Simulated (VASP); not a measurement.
# Zn (P6_3/mmc) in VASP: a series of runs

Runs on Zn. Level: PBE+D3(BJ). Tasks: relaxation of shape and atoms at fixed volume.

Everything below comes from runs of VASP 6.6.1. Logs are shortened: lines on timing, memory, paths and dates and some standing lists are left out, and cuts for length are marked.

## 1. The undisturbed crystal

It takes space group P6_3/mmc (No. 194, hexagonal). The conventional cell has a = 2.670 Å, b = 2.670 Å, c = 4.966 Å, α = 90.00°, β = 90.00°, γ = 120.00°. Zn (site symmetry -6m2) is surrounded by 12 Zn at 2.67 to 2.92 Å.

## 2. Relaxation of shape and atoms at fixed volume, PBE+D3(BJ) (a relaxed cell with its volume scaled by 1.04)

Contents of INCAR:

```
SYSTEM = Zn
ALGO     = Normal         ! electronic algorithm
EDIFF    = 1E-7           ! SCF threshold, eV
EDIFFG   = -0.01          ! ionic threshold
ENCUT    = 600            ! plane-wave cutoff, eV
GGA      = PE             ! functional
IBRION   = 2              ! ionic algorithm
ISIF     = 4              ! what is computed and relaxed
ISMEAR   = 1              ! smearing method
IVDW     = 12             ! dispersion correction
LASPH    = .TRUE.         ! aspherical terms in the spheres
LCHARG   = .FALSE.        ! write CHGCAR
LREAL    = .FALSE.        ! projectors in reciprocal space
LWAVE    = .FALSE.        ! write WAVECAR
NELM     = 80             ! most SCF steps
NSW      = 40             ! ionic steps
PREC     = Accurate       ! precision mode
SIGMA    = 0.1            ! smearing width, eV
```

Contents of KPOINTS:

```
k-points
0
G
  18 18 8
  0 0 0
```

Contents of POSCAR:

```
Zn                                      
1.0
    2.6581695788     -0.0000000000      0.0000000000
   -1.3290847894      2.3020423828     -0.0000000000
    0.0000000000      0.0000000000      4.8566675650
  Zn            
     2
Direct
     0.3333333332999970    0.6666666667000030    0.2500000000000000
     0.6666666667000030    0.3333333332999970    0.7500000000000000
```

Potentials or basis: VASP PAW PBE potentials, release 64 (Zn).

Run with:

```
cat potpaw_PBE.64/Zn/POTCAR > POTCAR
mpirun -np 1 vasp_std > vasp.out
```

OUTCAR:

```text
SYSTEM = Zn
   EDIFF = 1E-7
   EDIFFG = -0.01
   ENCUT = 600
   GGA = PE
   IBRION = 2
   ISIF = 4
   ISMEAR = 1
   IVDW = 12
   LASPH = .TRUE.
   LREAL = .FALSE.
   NELM = 80
   NSW = 40
   PREC = Accurate
 IVDW          = 12

 ion  position               nearest neighbor table
   1  0.333  0.667  0.250-   2 2.87   2 2.87   2 2.87   2 2.87   2 2.87   2 2.87
   2  0.667  0.333  0.750-   1 2.87   1 2.87   1 2.87   1 2.87   1 2.87   1 2.87

  LATTYP: Found a hexagonal cell.
 ALAT       =     2.6581695788
 C/A-ratio  =     1.8270721340

  Lattice vectors:

 A1 = (   2.6581695788,   0.0000000000,   0.0000000000)
 A2 = (  -1.3290847894,   2.3020423828,   0.0000000000)
 A3 = (   0.0000000000,   0.0000000000,   4.8566675650)

Analysis of symmetry for initial positions (statically):
=====================================================================
 Subroutine PRICEL returns:
 Original cell was already a primitive cell.

 Routine SETGRP: Setting up the symmetry group for a
 hexagonal supercell.

 Subroutine GETGRP returns: Found 24 space group operations
 (whereof 12 operations were pure point group operations)
 out of a pool of 24 trial point group operations.

The static configuration has the point symmetry D_3d.
 The point group associated with its full space group is D_6h.

Analysis of symmetry for dynamics (positions and initial velocities):
=====================================================================
 Subroutine PRICEL returns:
 Original cell was already a primitive cell.

 Routine SETGRP: Setting up the symmetry group for a
 hexagonal supercell.

 Subroutine GETGRP returns: Found 24 space group operations
 (whereof 12 operations were pure point group operations)
 out of a pool of 24 trial point group operations.

The dynamic configuration has the point symmetry D_3d.
 The point group associated with its full space group is D_6h.

 Subroutine INISYM returns: Found 24 space group operations
 (whereof 12 operations are pure point group operations),
 and found     1 'primitive' translations

----------------------------------------------------------------------------------------

                                     Primitive cell

  volume of cell :      29.7190

  direct lattice vectors                    reciprocal lattice vectors
     2.658169579  0.000000000  0.000000000     0.376198723  0.217198434  0.000000000
    -1.329084789  2.302042383  0.000000000     0.000000000  0.434396868  0.000000000
     0.000000000  0.000000000  4.856667565     0.000000000  0.000000000  0.205902501

  length of vectors
     2.658169579  2.658169579  4.856667565     0.434396868  0.434396868  0.205902501

  position of ions in fractional coordinates (direct lattice)
[... 70 lines left out ...]
   PREC   = accura    normal or accurate (medium, high low for compatibility)
   ISTART =      0    job   : 0-new  1-cont  2-samecut
   ICHARG =      2    charge: 1-file 2-atom 10-const
   ISPIN  =      1    spin polarized calculation?
   LNONCOLLINEAR =      F non collinear calculations
   LSORBIT =      F    spin-orbit coupling
   LASPH  =      T    aspherical Exc in radial PAW
   ENCUT  =  600.0 eV  44.10 Ry    6.64 a.u.   5.31  5.31  9.70*2*pi/ulx,y,z
   NELM   =     80;   NELMIN=  2; NELMDL= -5     # of ELM steps
   EDIFF  = 0.1E-06   stopping-criterion for ELM
   LREAL  =      F    real-space projection
   EDIFFG = -.1E-01   stopping-criterion for IOM
   NSW    =     40    number of steps for IOM
   IBRION =      2    ionic relax: 0-MD 1-quasi-New 2-CG
   NFREE  =      1    steps in history (QN), initial steepest desc. (CG)
   ISIF   =      4    stress and relaxation
   ISYM   =      2    0-nonsym 1-usesym 2-fastsym
   POTIM  = 0.5000    time-step for ionic-motion
   TEBEG  =    0.0;   TEEND  =   0.0 temperature during run
   PSTRESS=    0.0 pullay stress
   NELECT =      24.0000    total number of electrons
   NUPDOWN=      -1.0000    fix difference up-down
   EMIN   =  10.00;   EMAX   =-10.00  energy-range for DOS
   EFERMI =   0.00;   METHOD = LEGACY
   ISMEAR =     1;   SIGMA  =   0.10  broadening in eV -4-tet -1-fermi 0-gaus
   EFERMI_NEDOS =   21; number of points for ismear=-14 and -15
   IALGO  =     38    algorithm
   IMIX   =      4    mixing-type and parameters
     AMIX     =   0.40;   BMIX     =  1.00
     AMIX_MAG =   1.60;   BMIX_MAG =  1.00
  volume/ion in A,a.u.               =      14.86       100.28
  Fermi-wavevector in a.u.,A,eV,Ry     =   1.524522  2.880929 31.622229  2.324168
  Thomas-Fermi vector in A             =   2.632818
   LORBIT       =      0    0 simple, 1 ext, 2 COOP (PROOUT), +10 PAW based schemes
   GGA     = PE    functional components
   LHFCALC =     F    Hartree Fock is set to
   AEXX    =    0.0000 exact exchange contribution
   IVDW    =    12    specifies the selected vdW correction
   LEPSILON=     F    determine dielectric tensor
   LRPA    =     F    only Hartree local field effects (RPA)
 conjugate gradient relaxation of ions
 non-spin polarized calculation
 Methfessel and Paxton  Order N= 1 SIGMA  =   0.10
  energy-cutoff  :      600.00
  volume of cell :       29.72
 maximum number of plane-waves:      1006
 NGX is ok and might be reduce to    24
   NGX = 11   NGY = 11   NGZ = 19

--------------------------------------- Ionic step        1  -------------------------------------------

 number of electron      23.9999985 magnetization

 Free energy of the ion-electron system (eV)
  ---------------------------------------------------
  ext. energy  EPLUGINS =         0.00000000
  ---------------------------------------------------
  free energy    TOTEN  =        -2.20915109 eV

  energy without entropy =       -2.20925382  energy(sigma->0) =       -2.20918533

------------------------ aborting loop because EDIFF is reached ----------------------------------------

 Edisp (eV)   -0.82374

 E8    (eV) :    -0.3464
[... 111 lines left out ...]
--------------------------------------- Ionic step        4  -------------------------------------------

 number of electron      24.0000034 magnetization

 Free energy of the ion-electron system (eV)
  ---------------------------------------------------
  ext. energy  EPLUGINS =         0.00000000
  ---------------------------------------------------
  free energy    TOTEN  =        -2.21163616 eV

  energy without entropy =       -2.21169188  energy(sigma->0) =       -2.21165474

 E-fermi :   3.3529     XC(G=0): -11.6671

 val. band max:        3.3521153787   @ k =   0.2778   0.1667   0.0000
 cond. band min:       3.4163807512   @ k =   0.3333   0.1111   0.0000
 fundamental gap:      0.0642653725
 Fermi energy:         3.3528641397

 k-point     1 :       0.0000    0.0000    0.0000
  band No.  band energies     occupation
      1      -7.3195      2.00000
      2      -5.5067      2.00000
      3      -4.7588      2.00000
      4      -4.4881      2.00000
      5      -4.4881      2.00000
      6      -4.4423      2.00000
[... 433 lines left out ...]
      3      -4.9486      2.00000
      4      -4.5025      2.00000
      5      -4.3304      2.00000
      6      -4.3267      2.00000
[... 8 lines left out ...]
     15       8.7420      0.00000
     16      10.1880      0.00000

 [... further k-points ...]

------------------------ aborting loop because EDIFF is reached ----------------------------------------

 Edisp (eV)   -0.82462

 E8    (eV) :    -0.3471
[... 25 lines left out ...]
  FREE ENERGIE OF THE ION-ELECTRON SYSTEM (eV)
  ---------------------------------------------------
  free  energy   TOTEN  =        -3.0362511933 eV

  energy  without entropy=       -3.0363069076  energy(sigma->0) =       -3.03626976

 reached required accuracy - stopping structural energy minimisation
```

OSZICAR:

```text
N       E                     dE             d eps       ncg     rms          rms(c)
DAV:   1     0.101663370741E+03    0.10166E+03   -0.13952E+04  6040   0.261E+03
DAV:   2     0.458730889845E+00   -0.10120E+03   -0.99575E+02  5992   0.317E+02
DAV:   3    -0.242089269134E+01   -0.28796E+01   -0.28751E+01  7384   0.653E+01
[... 32 lines left out ...]
DAV:   4    -0.221165294239E+01   -0.34906E-03   -0.45410E-03  6288   0.790E-01    0.849E-02
DAV:   5    -0.221163953645E+01    0.13406E-04   -0.61528E-05  6872   0.131E-01    0.116E-02
DAV:   6    -0.221163594252E+01    0.35939E-05   -0.65762E-06  6792   0.376E-02    0.133E-03
DAV:   7    -0.221163607248E+01   -0.12996E-06   -0.61100E-07  6736   0.957E-03    0.971E-04
DAV:   8    -0.221163616478E+01   -0.92300E-07   -0.10246E-08  3168   0.250E-03
   4 F= -.30362512E+01 E0= -.30362698E+01  d E =-.336418E-02
```

CONTCAR:

```text
Zn
   1.00000000000000
     2.6202710117276093   -0.0000000000000001    0.0000000000000000
    -1.3101355058638047    2.2692212609508040   -0.0000000000000000
     0.0000000000000000   -0.0000000000000001    4.9981734104870119
  Zn
     2
Direct
     0.3333333332999970    0.6666666667000030    0.2500000000000000
     0.6666666667000030    0.3333333332999970    0.7500000000000000

  0.00000000E+00  0.00000000E+00  0.00000000E+00
  0.00000000E+00  0.00000000E+00  0.00000000E+00
```

Wall time 3.3 min (1 thread of Intel Xeon Platinum 8488C (Sapphire Rapids), shared host); peak memory 0.23 GiB.

What came out:

```
Free energy                : -3.0363 eV
Energy gained by relaxing  : 1.7 meV/atom
Ionic steps                : 4
Pressure after relaxing    : -2.2 GPa
Band gap on the k mesh     : none (metal or under the smearing width)
Dispersion energy per atom : -0.412 eV
```

The path:
```csv
step,energy change (eV),largest force (eV/Å),pressure (GPa)
1,0.0000,0.0000,-3.14
2,-0.0005,0.0000,-3.07
3,-0.0017,0.0000,-2.86
4,-0.0034,0.0000,-2.23
```

Final structure:
```
Zn
1.0
     2.62027    0.00000    0.00000
    -1.31014    2.26922    0.00000
     0.00000    0.00000    4.99817
Zn
2
Direct
  0.33333 0.66667 0.25000
  0.66667 0.33333 0.75000
```

Caveat: pairwise dispersion overbinds metals, which lowers pressure and volume.

## 3. Relaxation of shape and atoms at fixed volume, PBE+D3(BJ) (a relaxed cell with its volume scaled by 1.06)

INCAR is that of step 2.

KPOINTS is that of step 2.

Contents of POSCAR:

```
Zn                                      
1.0
    2.6751010517     -0.0000000000      0.0000000000
   -1.3375505259      2.3167054685     -0.0000000000
    0.0000000000      0.0000000000      4.8876025874
  Zn            
     2
Direct
     0.3333333332999970    0.6666666667000030    0.2500000000000000
     0.6666666667000030    0.3333333332999970    0.7500000000000000
```

Potentials or basis: VASP PAW PBE potentials, release 64 (Zn).

Run with:

```
cat potpaw_PBE.64/Zn/POTCAR > POTCAR
mpirun -np 1 vasp_std > vasp.out
```

It took 5.7 min on 1 thread of Intel Xeon Platinum 8488C (Sapphire Rapids), shared host; peak memory 0.24 GiB.

The run converged. Its results:

| Property | Result |
| --- | --- |
| Free energy | -3.0264 eV |
| Energy gained by relaxing | 3.4 meV/atom |
| Ionic steps | 6 |
| Pressure after relaxing | -3.3 GPa |
| Band gap on the k mesh | none (metal or under the smearing width) |
| Dispersion energy per atom | -0.404 eV |

Stress tensor (GPa, compression positive):
```
-3.38  0.00  0.00
 0.00 -3.38  0.00
 0.00  0.00 -3.28
```

Step by step:
| step | energy change (eV) | largest force (eV/Å) | pressure (GPa) |
| --- | --- | --- | --- |
| 1 | 0.0000 | 0.0000 | -4.41 |
| 2 | -0.0010 | 0.0000 | -4.33 |
| 3 | -0.0034 | 0.0000 | -4.05 |
| 4 | -0.0067 | 0.0000 | -3.14 |
| 5 | -0.0067 | 0.0000 | -3.50 |
| 6 | -0.0069 | 0.0000 | -3.35 |

Final structure:
```xyz
2
Lattice="2.6278 0.0000 0.0000 -1.3139 2.2757 0.0000 0.0000 0.0000 5.0652" Properties=species:S:1:pos:R:3 pbc="T T T"
Zn    0.0000    1.5172    1.2663
Zn    1.3139    0.7586    3.7989
```

Levels at points of the mesh, in eV from the Fermi level:
| k point | band 9 | band 10 | band 11 | band 12 | band 13 | band 14 | band 15 | band 16 |
| --- | --- | --- | --- | --- | --- | --- | --- | --- |
| (0.00, 0.00, 0.00) | -7.32 | -7.14 | -7.14 | -3.84 | -3.48 | 12.40 | 16.23 | 18.25 |
| (0.50, 0.00, 0.00) | -6.93 | -6.92 | -2.75 | -2.01 | 2.38 | 3.55 | 3.90 | 5.65 |
| (0.00, 0.00, 0.50) | -7.22 | -7.22 | -7.22 | -7.22 | 3.88 | 3.88 | 19.46 | 19.46 |
| (0.50, 0.00, 0.50) | -6.92 | -6.92 | -1.85 | -1.85 | 0.25 | 0.25 | 9.67 | 9.67 |

Caveat: pairwise dispersion overbinds metals, which lowers pressure and volume.
